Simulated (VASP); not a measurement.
A calculation with VASP 6.6.1 of W2C (native input, structure from a POSCAR):

File INCAR:

```
PREC = Accurate
ENCUT = 550
EDIFF = 1E-6
ISMEAR = 0
SIGMA = 0.02
LREAL = False
LASPH = True
NELM = 60
ALGO = Normal
ISIF = 2
LWAVE = False
LCHARG = False
GGA = PS
```

KPOINTS

```
regular mesh
0
Gamma
  10 10 6
```

Contents of POSCAR:

```
W2C
1.0
    3.0700456420      0.0000000000      0.0000000000
   -1.5350228210      2.6587375167      0.0000000000
    0.0000000000      0.0000000000      4.6784280000
W C
2 1
Cartesian
    1.5350228212      0.8862458388      1.1867721523
   -0.0000000002      1.7724916779      3.4916558477
    0.0000000000      0.0000000000      0.0000000000
```

Potentials or basis: VASP PAW PBE potentials, release 64 (W_sv_GW, C_GW).

Launch:

```sh
$ cat potpaw_PBE.64/W_sv_GW/POTCAR potpaw_PBE.64/C_GW/POTCAR > POTCAR
$ mpirun -np 1 vasp_std > vasp.out
```

The cell comes from a database or a generator and needn't be the stable form of this composition.

Question: Write the same calculation in another form: ASE script, structure typed inline.

Answer: As run:

File run.py:

```python
from ase import Atoms
from ase.calculators.vasp import Vasp
from ase.dft.bandgap import bandgap

atoms = Atoms(
    ['W', 'W', 'C'],
    cell=[[3.070045642, 0.0, 0.0], [-1.535022821, 2.6587375167, 0.0], [0.0, 0.0, 4.678428]],
    scaled_positions=[[0.6666666667, 0.3333333333, 0.253669], [0.3333333333, 0.6666666667, 0.746331], [0.0, 0.0, 0.0]],
    pbc=True,
)
calc = Vasp(
    directory='calc',
    xc='pbesol',
    pp='PBE',
    setups='gw',
    prec='Accurate',
    encut=550,
    ediff=1e-07,
    ismear=0,
    sigma=0.02,
    lreal=False,
    lasph=True,
    nelm=100,
    algo='Fast',
    isif=2,
    lwave=False,
    lcharg=True,
    lelf=True,
    lvhar=True,
    kpts=[10, 10, 6],
    gamma=True,
    nbands=23,
)
atoms.calc = calc

print('energy (eV):', atoms.get_potential_energy())
print('free energy (eV):', atoms.get_potential_energy(force_consistent=True))
print('forces (eV/A):')
print(atoms.get_forces())
print('stress (eV/A^3, Voigt):', atoms.get_stress())
print('Fermi level (eV):', calc.get_fermi_level())
gap, top, bottom = bandgap(calc)
print('band gap (eV):', gap, 'from (spin, k, band)', top, 'to', bottom)
```

Potentials or basis: VASP PAW PBE potentials, release 64 (W_sv_GW, C_GW).

Launch:

```console
$ python run.py
```

Both were run:

|  | native input, structure from a POSCAR | ASE script, structure typed inline |
| --- | --- | --- |
| Pressure | -11.1 GPa | -11.1 GPa |
| Largest force | 0.150 eV/Å | 0.151 eV/Å |
| Band gap on the k mesh | none (metal or under the smearing width) | none (metal or under the smearing width) |

Keys that steer only the numerical path or the files written may differ.

Caveat: the PAW data sets were made with another functional, which shifts forces and pressure a little.
